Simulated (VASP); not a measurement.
Here is a VASP 6.6.1 calculation.

INCAR

```
SYSTEM = CdTe
PREC = Accurate
ENCUT = 600
EDIFF = 1E-7
ISMEAR = 0
SIGMA = 0.03
LREAL = .FALSE.
LASPH = .TRUE.
NELM = 80
ALGO = Normal
ISIF = 2
LWAVE = .FALSE.
LCHARG = .FALSE.
IBRION = 2
NSW = 40
EDIFFG = -0.01
```

Contents of KPOINTS:

```
regular mesh
0
G
  8 8 8
  0 0 0
```

POSCAR

```
CdTe                                    
1.0
   -0.0000000000      3.2310530938      3.2310530938
    3.2310530938      0.0000000000      3.2310530938
    3.2310530938      3.2310530938     -0.0000000000
  Cd              Te            
     1     1
Direct
     0.0000000000000000    0.0000000000000000    0.0000000000000000
     0.2500000000000000    0.2500000000000000    0.2500000000000000
```

Potentials or basis: VASP PAW LDA potentials, release 64 (Cd, Te).

Run with:

```console
$ cat potpaw_LDA.64/Cd/POTCAR potpaw_LDA.64/Te/POTCAR > POTCAR
$ mpirun -np 1 vasp_std > vasp.out
```

(1) Predict the band gap on the k mesh.

## Answers

(1) 0.58 eV, direct.

Caveat: the relaxation stopped at its first step, so nothing moved; spin-orbit coupling is left out, which moves the levels of the heavy elements.
